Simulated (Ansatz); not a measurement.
# SnSe2 (P-3m1) in Ansatz: reference runs

How does SnSe2 come out in PBEsol? The cell is run as given and disturbed.

Program: Ansatz 0.2.0. These are calculated values, not measurements. Logs are shortened: lines on timing, memory, paths and dates and some standing lists are left out, and cuts for length are marked.

## Step 1: The crystal as given

It takes space group P-3m1 (No. 164, trigonal). Conventional cell: a = 3.811 Å, b = 3.811 Å, c = 6.136 Å, α = 90.00°, β = 90.00°, γ = 120.00°. Sn (site symmetry -3m) has 6 Se at 2.68 Å as nearest neighbours. Around Se (site symmetry 3m) lie 3 Sn at 2.68 Å.

## Step 2: Single point, PBEsol

The input, input.yaml:

```yaml
crystal:
  lattice:
    - [3.811, 0.0, 0.0]
    - [-1.9055, 3.3004228138, 0.0]
    - [0.0, 0.0, 6.136]
  atoms:
    - { symbol: Sn, position: [0.0, 0.0, 0.0] }
    - { symbol: Se, position: [0.6666666667, 0.3333333333, 0.751] }
    - { symbol: Se, position: [0.3333333333, 0.6666666667, 0.249] }
hamiltonian:
  xc: pbesol
  pseudopotentials: { kind: paw }
kpoints:
  mp_grid: { grid: [8, 8, 5] }
scf:
  occupations: { method: fermi_dirac, width: 0.05 }
output:
  forces: true
  stress: true
  eigenvalues: true
  write_density: true
  write_potential: true
  elf: true
  volumetric_format: npy
```

Potentials or basis: Ansatz PAW.

On the command line:

```
$ ansatz run input.yaml --threads 2 --pin off --max-ram 5632MiB --backend cpu --events-out ev --progress --plain --runs-dir out
```

Standard output:

```text
Warning: RAYON_NUM_THREADS=2 ignored (pool sized by the plan → 2); use --threads N
Engine: ansatz 0.2.0, aarch64-unknown-linux-gnu
Pseudopotentials: kind: paw
Pseudopotential: Sn, paw, valence charge 14, recommended cutoff 420 eV (normal), Sn.paw.azcp
Pseudopotential: Se, paw, valence charge 16, recommended cutoff 420 eV (normal), Se.paw.azcp
Functional definition: PBEsol
  exchange = pbesol_x
  correlation = pbesol_c
Crystal: 3 atoms, lattice volume = 77.178 Å³
Basis set: ecut = 420 eV, 1485 PW (Γ), exchange–correlation on 54×54×90 points (8 copies of the dense FFT grid, shifted against one another)
Bands: 28, of which v1, the nominal top of the filled ones, is band 23 counted from 1 (22 counted from 0)
Symmetry: 12 space group operations
Space group: P-3m1 (ITA 164), of the structure as read, at distance tolerance 4.3e-5 Å
k-points: 40 of 320
Non-local potential: Sn, projectors of the file, l = 0: 2, l = 1: 2, l = 2: 2, l = 3: 2
Non-local potential: Se, projectors of the file, l = 0: 2, l = 1: 2, l = 2: 3, l = 3: 1
PAW form: soft (Blöchl's): semilocal exchange-correlation on the pseudo side does not see the compensation charge
PAW frozen core: Sn, regenerated for the run's functional, and the local potential with it (the file was generated under x = pbe(κ = 0.804, μ = 0.2195149727645171), c = pbe(β = 0.06672455060314922))
PAW frozen core: Se, regenerated for the run's functional, and the local potential with it (the file was generated under x = pbe(κ = 0.804, μ = 0.2195149727645171), c = pbe(β = 0.06672455060314922))
PAW one-centre angular grid: Sn, 590 points (default); XC on 64 Gauss nodes
PAW one-centre angular grid: Se, 590 points (default); XC on 64 Gauss nodes
Initial density: superposition of atomic densities (neutral atoms: chi_scale 0, normalization atom), corrected by the library's trained network
Initial wavefunctions: pseudopotential atomic-orbital guess
Functional: x = pbesol(κ = 0.804, μ = 0.12345679012345678), c = pbesol(β = 0.046)
SCF iter   1: F=—  HF=-16799.186028 eV  |F-HF|=—  |Δ(HF+E_count)|=         —  Δρ=2.24e-3  dr2=3.62e-3  ethr=1.77e-3  ⟨swp⟩=6.4  Hψ=4959  notcnv=0
preconditioner: auto → Resta (q_TF=auto, 2.503 Å⁻¹)  ε∞=2.8  [insulator: Δε(μ)=0.740 eV  Ē_g=16.133 eV  σ=0.050 eV  W_gap=1.00  n_scr=22 (ndim 8)  ℏωp=21.6 eV  f_vac=0.080  D(μ)=0.00/eV (n_scr^D=0)  ε∞_Penn≈2.8]
SCF iter   2: F=—  HF=-16799.182995 eV  |F-HF|=—  |Δ(HF+E_count)|=   3.03e-3  Δρ=1.11e-3  dr2=8.41e-4  ethr=7.86e-6  ⟨swp⟩=3.0  Hψ=2403  notcnv=0  defer=5
SCF iter   3: F=—  HF=-16799.182957 eV  |F-HF|=—  |Δ(HF+E_count)|=   3.79e-5  Δρ=3.28e-4  dr2=6.75e-5  ethr=1.83e-6  ⟨swp⟩=2.0  Hψ=1622  notcnv=0  defer=5
SCF iter   4: F=—  HF=-16799.182976 eV  |F-HF|=—  |Δ(HF+E_count)|=   1.83e-5  Δρ=1.17e-4  dr2=1.13e-5  ethr=1.47e-7  ⟨swp⟩=2.0  Hψ=1619  notcnv=0  defer=5
SCF iter   5: F=—  HF=-16799.182984 eV  |F-HF|=—  |Δ(HF+E_count)|=   7.82e-6  Δρ=2.50e-5  dr2=8.08e-7  ethr=2.46e-8  ⟨swp⟩=2.0  Hψ=1353  notcnv=0  defer=5
SCF iter   6: F=—  HF=-16799.182984 eV  |F-HF|=—  |Δ(HF+E_count)|=   6.34e-7  Δρ=9.75e-6  dr2=1.03e-7  ethr=2.17e-10  ⟨swp⟩=11.5  Hψ=9073  notcnv=0
SCF iter   7: F=-16799.182984 eV  HF=-16799.182984 eV  |F-HF|=1.49e-8  |Δ(HF+E_count)|=   1.83e-7  Δρ=2.48e-6  dr2=6.43e-9  ethr=2.17e-10  ⟨swp⟩=9.8  Hψ=7009  notcnv=0
SCF 1 converged in 7 iterations: F = -16799.182984 eV  dr2 = 6.43e-9
SCF converged after 7 iterations
Free energy (F): -16799.182984 eV
Harris-Foulkes:  -16799.182984 eV  (|F-HF|=1.49e-8)
Internal energy: -16799.182947 eV  (E = F + TS)
E sigma→0 (E₀):  -16799.182966 eV
Entropy (-TS):   -0.000037 eV (-0.012 meV/atom)
Fermi energy:    8.382823 eV
--- Per-component energies (eV) ---
  E_band       = -864.090457
  E_kinetic    = 426.663537
  E_local      = -6108.155841  (includes V_loc(G=0)·N_el)
  E_nonlocal   = -1214.517872
  E_hartree    = 3125.492995
  E_xc         = -585.253435
  E_vxc        = -292.658099  (∫ρ·V_xc dr)
  E_paw        = -7805.518221  (= ΣΔE_a)
  E_vpaw       = 73.591512  (= ΣTr[D̂ρ^β])
  E_aug_tail   = -0.001230  (compensation charges beyond the density's cutoff)
  E_ewald      = -4640.194622
  E_core_change = 2.301741  (= ΣΔE_core)
  E_smearing   = -0.000037  (= −TS)
  E_closure    = 0.000000  (closes the sum)
  Σ components = -16799.182984   (vs F -16799.182984, Δ=0.00e0)
--- Forces (eV/Å), atoms counted from 1 ---
  atom   1  Sn     0.00000000     0.00000000     0.00000000
  atom   2  Se    -0.00000000    -0.00000000    -0.59992135
  atom   3  Se     0.00000000     0.00000000     0.59992135
  max |Σ_I F_I| component: 0.00e0 eV/Å
--- Stress (GPa, compression-positive) ---
        1.892360       0.000000      -0.000000
        0.000000       1.892360       0.000000
       -0.000000       0.000000       3.740864
  P = ⅓ Tr σ = 2.5085 GPa (25.085 kbar)
--- Band table (eV; the first three rows and the last of 40) ---
  k-point 0: bands = ["-38.8623", "-38.8623", "-38.8623", "-38.8623", "-38.8273", "-38.8273", "-38.8267", "-38.8267", "-38.8136", "-38.8134", "-13.1922", "-13.1922", "-13.1514", "-13.1364", "-13.1364", "-6.0363", "-4.2466", "1.8799", "7.2912", "7.2912", "7.6030", "7.6030", "7.9892", "8.9954", "10.8353", "12.5812", "12.5812", "16.0330"]
  k-point 1: bands = ["-38.8623", "-38.8623", "-38.8623", "-38.8623", "-38.8273", "-38.8273", "-38.8268", "-38.8268", "-38.8136", "-38.8134", "-13.1922", "-13.1922", "-13.1513", "-13.1364", "-13.1364", "-5.9836", "-4.3603", "2.1544", "7.0977", "7.2527", "7.2527", "7.6633", "7.6633", "9.6832", "10.8424", "12.4833", "12.4833", "16.2676"]
  k-point 2: bands = ["-38.8623", "-38.8623", "-38.8623", "-38.8623", "-38.8272", "-38.8272", "-38.8269", "-38.8269", "-38.8135", "-38.8134", "-13.1922", "-13.1922", "-13.1513", "-13.1364", "-13.1364", "-5.8835", "-4.5535", "2.6943", "6.0884", "7.2075", "7.2075", "7.7447", "7.7447", "10.2959", "10.8196", "12.3329", "12.3329", "16.1220"]
  k-point 39: bands = ["-38.8621", "-38.8620", "-38.8619", "-38.8619", "-38.8273", "-38.8272", "-38.8271", "-38.8270", "-38.8131", "-38.8131", "-13.2286", "-13.1998", "-13.1426", "-13.1258", "-13.1160", "-4.0122", "-3.8152", "0.5480", "3.5625", "3.9245", "4.6305", "7.3300", "7.6074", "10.2312", "12.7441", "12.9734", "14.2241", "15.3077"]
```

Run time: 3.7 s. Hardware: 2 threads of Arm Neoverse V2, shared host; peak memory 0.39 GiB.

What came out:

| Property | Result |
| --- | --- |
| Free energy | -16799.1830 eV |
| Pressure | 2.5 GPa |
| Largest force | 0.600 eV/Å |
| Band gap on the k mesh | 0.74 eV, indirect (least direct gap 1.01 eV) |

Forces on the atoms (eV/Å):
```
Sn   0.000  0.000  0.000
Se   0.000  0.000 -0.600
Se   0.000  0.000  0.600
```

Caveat: odd divisions of the mesh miss points on the zone boundary, where band edges often lie, so the gap on the mesh can be too wide; spin-orbit coupling is left out, which moves the levels of the heavy elements; this functional lacks dispersion, which binds the layers, so the pressure and a relaxed spacing across them are unreliable; the PAW data sets come from PBE, with cores solved anew for the run's functional, which leaves a small shift of forces and pressure. A k mesh can miss the band edges.

## Step 3: Single point, PBEsol (atoms moved at random, drawn with an rms of 0.05 Å)

The input, input.yaml:

```yaml
crystal:
  lattice:
    - [3.811, 0.0, 0.0]
    - [-1.9055, 3.3004228138, 0.0]
    - [0.0, 0.0, 6.136]
  atoms:
    - { symbol: Sn, position: [-0.003073, -0.004042, -0.001879] }
    - { symbol: Se, position: [0.668986, 0.342353, 0.749469] }
    - { symbol: Se, position: [0.33318, 0.668456, 0.253169] }
hamiltonian:
  xc: pbesol
  pseudopotentials: { kind: paw }
kpoints:
  mp_grid: { grid: [8, 8, 5] }
scf:
  occupations: { method: fermi_dirac, width: 0.05 }
output:
  forces: true
  stress: true
  eigenvalues: true
```

Potentials or basis: Ansatz PAW.

On the command line:

```
$ ansatz run input.yaml --threads 2 --pin off --max-ram 5632MiB --backend cpu --events-out ev --progress --plain --runs-dir out
```

Standard output:

```text
Warning: RAYON_NUM_THREADS=2 ignored (pool sized by the plan → 2); use --threads N
[... 7 set-up lines as earlier in the session ...]
Crystal: 3 atoms, lattice volume = 77.178 Å³
Basis set: ecut = 420 eV, 1485 PW (Γ), exchange–correlation on 54×54×90 points (8 copies of the dense FFT grid, shifted against one another)
Bands: 28, of which v1, the nominal top of the filled ones, is band 23 counted from 1 (22 counted from 0)
Symmetry: 1 space group operations
Space group: P1 (ITA 1), of the structure as read, at distance tolerance 4.3e-5 Å
k-points: 162 of 320 (time reversal used)
[... 10 set-up lines as earlier in the session ...]
SCF iter   1: F=—  HF=-16799.196864 eV  |F-HF|=—  |Δ(HF+E_count)|=         —  Δρ=2.22e-3  dr2=3.57e-3  ethr=1.77e-3  ⟨swp⟩=6.4  Hψ=20075  notcnv=0
preconditioner: auto → Resta (q_TF=auto, 2.503 Å⁻¹)  ε∞=2.8  [insulator: Δε(μ)=0.679 eV  Ē_g=16.087 eV  σ=0.050 eV  W_gap=1.00  n_scr=22 (ndim 8)  ℏωp=21.6 eV  f_vac=0.073  D(μ)=0.00/eV (n_scr^D=0)  ε∞_Penn≈2.8]
SCF iter   2: F=—  HF=-16799.193870 eV  |F-HF|=—  |Δ(HF+E_count)|=   2.99e-3  Δρ=1.10e-3  dr2=8.17e-4  ethr=7.77e-6  ⟨swp⟩=3.0  Hψ=9755  notcnv=0  defer=22
SCF iter   3: F=—  HF=-16799.193831 eV  |F-HF|=—  |Δ(HF+E_count)|=   3.94e-5  Δρ=3.29e-4  dr2=6.74e-5  ethr=1.78e-6  ⟨swp⟩=2.0  Hψ=6566  notcnv=0  defer=22
SCF iter   4: F=—  HF=-16799.193846 eV  |F-HF|=—  |Δ(HF+E_count)|=   1.51e-5  Δρ=1.21e-4  dr2=1.15e-5  ethr=1.47e-7  ⟨swp⟩=2.0  Hψ=6544  notcnv=0  defer=22
SCF iter   5: F=—  HF=-16799.193853 eV  |F-HF|=—  |Δ(HF+E_count)|=   7.51e-6  Δρ=2.55e-5  dr2=8.66e-7  ethr=2.49e-8  ⟨swp⟩=2.0  Hψ=5484  notcnv=0  defer=22
SCF iter   6: F=—  HF=-16799.193854 eV  |F-HF|=—  |Δ(HF+E_count)|=   4.54e-7  Δρ=1.06e-5  dr2=1.13e-7  ethr=1.88e-9  ⟨swp⟩=2.0  Hψ=8186  notcnv=0  defer=22
SCF iter   7: F=-16799.193854 eV  HF=-16799.193854 eV  |F-HF|=9.50e-10  |Δ(HF+E_count)|=   1.72e-7  Δρ=4.38e-6  dr2=2.98e-8  ethr=2.17e-10  ⟨swp⟩=6.4  Hψ=19895  notcnv=0
SCF 1 converged in 7 iterations: F = -16799.193854 eV  dr2 = 2.98e-8
SCF converged after 7 iterations
Free energy (F): -16799.193854 eV
Harris-Foulkes:  -16799.193854 eV  (|F-HF|=9.50e-10)
Internal energy: -16799.193799 eV  (E = F + TS)
E sigma→0 (E₀):  -16799.193827 eV
Entropy (-TS):   -0.000055 eV (-0.018 meV/atom)
Fermi energy:    8.367570 eV
--- Per-component energies (eV) ---
  E_band       = -863.720054
  E_kinetic    = 426.181970
  E_local      = -6067.747993  (includes V_loc(G=0)·N_el)
  E_nonlocal   = -1214.488414
  E_hartree    = 3105.571592
  E_xc         = -585.074864
  E_vxc        = -292.418026  (∫ρ·V_xc dr)
  E_paw        = -7805.483794  (= ΣΔE_a)
  E_vpaw       = 73.607748  (= ΣTr[D̂ρ^β])
  E_aug_tail   = -0.001230  (compensation charges beyond the density's cutoff)
  E_ewald      = -4660.452806
  E_core_change = 2.301741  (= ΣΔE_core)
  E_smearing   = -0.000055  (= −TS)
  E_closure    = -0.000000  (closes the sum)
  Σ components = -16799.193854   (vs F -16799.193854, Δ=0.00e0)
--- Forces (eV/Å), atoms counted from 1 ---
  atom   1  Sn    -0.01223209     0.20255985     0.31771054
  atom   2  Se     0.01583359    -0.16812178    -0.58680146
  atom   3  Se    -0.00360142    -0.03443916     0.26913729
  max |Σ_I F_I| component: 4.64e-5 eV/Å
--- Stress (GPa, compression-positive) ---
        1.313579       0.012619      -0.050416
        0.012619       1.534854       0.360180
       -0.050416       0.360181       2.717790
  P = ⅓ Tr σ = 1.8554 GPa (18.554 kbar)
--- Band table (eV; the first three rows and the last of 162) ---
  k-point 0: bands = ["-38.9123", "-38.9112", "-38.8819", "-38.8733", "-38.8641", "-38.8148", "-38.8145", "-38.7866", "-38.7857", "-38.7751", "-13.1814", "-13.1791", "-13.1399", "-13.1259", "-13.1258", "-5.9862", "-4.2243", "1.8212", "7.2604", "7.3818", "7.6319", "7.6763", "7.9708", "8.9743", "10.8902", "12.5533", "12.6489", "16.0421"]
  k-point 1: bands = ["-38.9123", "-38.9112", "-38.8819", "-38.8733", "-38.8641", "-38.8148", "-38.8145", "-38.7866", "-38.7857", "-38.7751", "-13.1814", "-13.1791", "-13.1399", "-13.1259", "-13.1258", "-5.9302", "-4.3441", "2.1016", "7.0583", "7.2321", "7.3345", "7.7019", "7.7315", "9.6824", "10.8958", "12.4538", "12.5456", "16.2372"]
  k-point 2: bands = ["-38.9123", "-38.9112", "-38.8819", "-38.8733", "-38.8641", "-38.8148", "-38.8145", "-38.7866", "-38.7857", "-38.7751", "-13.1814", "-13.1791", "-13.1398", "-13.1259", "-13.1258", "-5.8221", "-4.5491", "2.6540", "6.0350", "7.1911", "7.2834", "7.7904", "7.8087", "10.3166", "10.8669", "12.3009", "12.3873", "16.0039"]
  k-point 161: bands = ["-38.9119", "-38.9109", "-38.8819", "-38.8735", "-38.8637", "-38.8147", "-38.8139", "-38.7867", "-38.7858", "-38.7748", "-13.2397", "-13.1600", "-13.1496", "-13.1028", "-13.1018", "-4.2492", "-3.8536", "0.6665", "3.0796", "5.5072", "5.8611", "7.2072", "7.3332", "8.6798", "12.0798", "12.8233", "13.7901", "14.1714"]
```

Wall time 13 s (2 threads of Arm Neoverse V2, shared host); peak memory 0.52 GiB.

Results:

```yaml
Free_energy: -16799.1939 eV
Pressure: 1.9 GPa
Largest_force: 0.611 eV/Å
Band_gap_on_the_k_mesh: 0.68 eV, indirect (least direct gap 1.00 eV)
```

Forces in eV/Å, atoms in the order of the input:
```
Sn  -0.012  0.203  0.318
Se   0.016 -0.168 -0.587
Se  -0.004 -0.034  0.269
```

Caveat: odd divisions of the mesh miss points on the zone boundary, where band edges often lie, so the gap on the mesh can be too wide; spin-orbit coupling is left out, which moves the levels of the heavy elements; the PAW data sets come from PBE, with cores solved anew for the run's functional, which leaves a small shift of forces and pressure. A k mesh can miss the band edges.
